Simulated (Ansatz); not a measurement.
GaAs: the change of band gap with volume per atom

Periodic Kohn-Sham DFT of a crystal at fixed atoms; Kohn-Sham levels at symmetry points; band -1 is the highest filled and +1 the lowest empty one at that point, spin up along a +z start moment. The results are calculated, by Ansatz 0.2.0.

Cell of the first row (space group F-43m, No. 216):
```
GaAs
1.0
      0.0000     2.7691     2.7691
      2.7691     0.0000     2.7691
      2.7691     2.7691     0.0000
Ga As
1 1
Direct
  0.00000 0.00000 0.00000
  0.75000 0.75000 0.75000
```

Settings of every row: method all-electron LAPW; functional PBE; relativity scalar; k mesh 11x11x11; filling fermi-dirac; smearing width 0.05 eV; basis error target 0.5 meV/atom; nucleus gaussian.

Atom start moment: 0 on all atoms.

Limits: semilocal functionals tend to give too small a gap; no spin-orbit coupling, which shifts gaps with heavier elements (GaAs).

Limits of some rows: small gap, it may come from the mesh (row 7, 8, 9).

```csv
row,volume per atom (Å³),band gap (eV),smallest direct gap on path (eV)
1,21.234,0.996,0.996
2,21.686,0.832,0.832
3,22.138,0.674,0.674
4,22.364,0.597,0.597
5,22.59,0.521,0.521
6,22.815,?,?
7,23.041,0.374,0.374
8,23.493,0.231,0.231
9,23.945,0.093,0.093
```

Question: what band gap should row 6 give?

Worked fit of band gap. Take t = volume per atom − 23, in Å³. The shown rows have t = -1.766, -1.314, -0.862, -0.636, -0.41, 0.041, 0.493, 0.945. Least squares give band gap = 0.3868 − 0.32253 × t + 0.01261 × t² eV; a straight line predicts inner rows, each left out in turn, worse (root mean square 0.0074 against 0.00034 eV). All shown rows lie on it to the printed digit. The withheld row has t = -0.185, so the fit gives 0.3868 − 0.32253 × (-0.185) + 0.01261 × (-0.185)² = 0.447 eV.

The calculation gave 0.447 eV. The fit meets it to the printed digit.

The other values of row 6: smallest direct gap on path 0.447 eV.
